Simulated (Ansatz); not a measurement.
## ZrC: equation of state with PBE

Crystal: ZrC.

```
Zr C
1.0
     0.00000    2.36500    2.36500
     2.36500    0.00000    2.36500
     2.36500    2.36500    0.00000
Zr C
1 1
Direct
  0.50000 0.50000 0.50000
  0.00000 0.00000 0.00000
```

```yaml
Program: Ansatz 0.2.0
Task: equation of state
Functional: PBE
Potentials_or_basis: Ansatz PAW earlier set
Cutoff: 820 eV
Density_cutoff: 3280 eV
k_mesh: 10 × 10 × 10
Occupations: fermi-dirac, width 0.05 eV
Spin: no spin polarisation
```

```
Equilibrium volume                      : 13.05 Å³/atom
Bulk modulus                            : 222 GPa
Pressure derivative of the bulk modulus : 4.1
```

Energy against volume, from the lowest point:
```tsv
volume (Å³/atom)	energy (meV/atom)
12.434	21.71
12.699	6.59
12.963	0.00
13.228	1.11
13.493	9.17
13.757	23.50
14.022	43.49
```

All runs of the series together: 10 s on 2 threads of Arm Neoverse V1, with other jobs on the host.
